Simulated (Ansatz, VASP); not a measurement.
## Two plane-wave programs on Cu

```
Cu
1.0
     2.50248    0.00000    0.00000
     0.00000    2.50248    0.00000
     0.00000    0.00000    2.50248
Cu
1
Direct
  0.00000 0.00000 0.00000
```

Alike in both runs: task single point; functional RPBE; k mesh 14 × 14 × 14; occupations fermi-dirac, width 0.1 eV; no spin polarisation.

```csv
,VASP,Ansatz
version,VASP 6.6.1,Ansatz 0.2.0
potentials or method,"VASP PAW PBE potentials, release 64 (Cu)","plane waves (420 eV) with PAW, scalar-relativistic"
plane-wave cutoff (eV),520,420
valence electrons in the cell,11,19
```

Ansatz gave:

* pressure (GPa): -5.6

Problem. What did VASP give for the same quantities?

Solution. Pressure (GPa): -4.9.

With one functional, cell and mesh, what is left measures potentials, basis and numerics. The two sets of potentials don't hold the same shells in valence.

Caveats: the PAW data sets were made with another functional, which shifts forces and pressure a little (VASP).
